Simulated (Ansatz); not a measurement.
# Cd: the cost of one run

Program: Ansatz 0.2.0. Level of theory: DFT PBE, scalar-relativistic, plane waves, PAW. These are calculated values, not measurements.

2 further runs of the same task are left out: 2 set aside as unsound or not needed.

### Step 1. The system as given

Symmetry: P6_3/mmc, No. 194, hexagonal system. Conventional cell: a = 3.015 Å, b = 3.015 Å, c = 5.828 Å, α = 90.00°, β = 90.00°, γ = 120.00°. Cd (site symmetry -6m2) is surrounded by 12 Cd at 3.01 to 3.39 Å.

Structure file:

```cif
data_structure
_symmetry_space_group_name_H-M 'P 1'
_symmetry_Int_Tables_number 1
_cell_length_a 3.0148
_cell_length_b 3.0148
_cell_length_c 5.8276
_cell_angle_alpha 90.000
_cell_angle_beta 90.000
_cell_angle_gamma 120.000
_cell_volume 45.87
loop_
_atom_site_label
_atom_site_type_symbol
_atom_site_fract_x
_atom_site_fract_y
_atom_site_fract_z
_atom_site_occupancy
Cd1 Cd 0.33333 0.66667 0.25000 1
Cd2 Cd 0.66667 0.33333 0.75000 1
```

It is the result of an earlier relaxation at this level (volume 22.94 Å³/atom; gap on the mesh: none (metal)).

### Step 2. The strip chain

A free-standing chain of the crystal's atoms, periodic along c. Atoms and period relax; energies count from the bulk, -8254.4539 eV an atom.

The cell holds 2 Cd: a = 11.400 Å, b = 9.300 Å, c = 2.876 Å, α = 90.00°, β = 90.00°, γ = 90.00°.

### Step 3. Relaxation

Pressure and volume refer to the whole cell with its vacuum; only the period along c may change.

The input, input.yaml:

```yaml
crystal:
  lattice:
    - [11.4, 0.0, 0.0]
    - [0.0, 9.3, 0.0]
    - [0.0, 0.0, 2.8761661473]
  atoms:
    - { symbol: Cd, position: [0.3928935149, 0.5, 0.0], spin: 0.5 }
    - { symbol: Cd, position: [0.6071064851, 0.5, 0.5], spin: 0.5 }
basis:
  ecutwfc: 420
kpoints:
  mp_grid: { grid: [1, 1, 22] }
hamiltonian:
  xc: pbe
scf:
  occupations: { method: gaussian, width: 0.05 }
output:
  forces: true
  stress: true
  eigenvalues: true
  populations: true
  write_density: true
  write_potential: true
  elf: true
  volumetric_format: npy
magnetization:
  spin_polarized: true
relax:
  adjacent_minimum: "off"
  f_tol: 0.01
  max_steps: 45
  cell: { fix: [a, b, alpha, beta, gamma], stress_tol: 0.03 }
```

Started as:

```
ansatz run input.yaml --threads 2 --pin off --max-ram 5120MiB --backend cpu --events-out ev --progress --plain --runs-dir out
```

What time and memory should one allow on 2 threads of Arm Neoverse V1, shared host?

About 63 s, with a peak of 0.58 GiB.
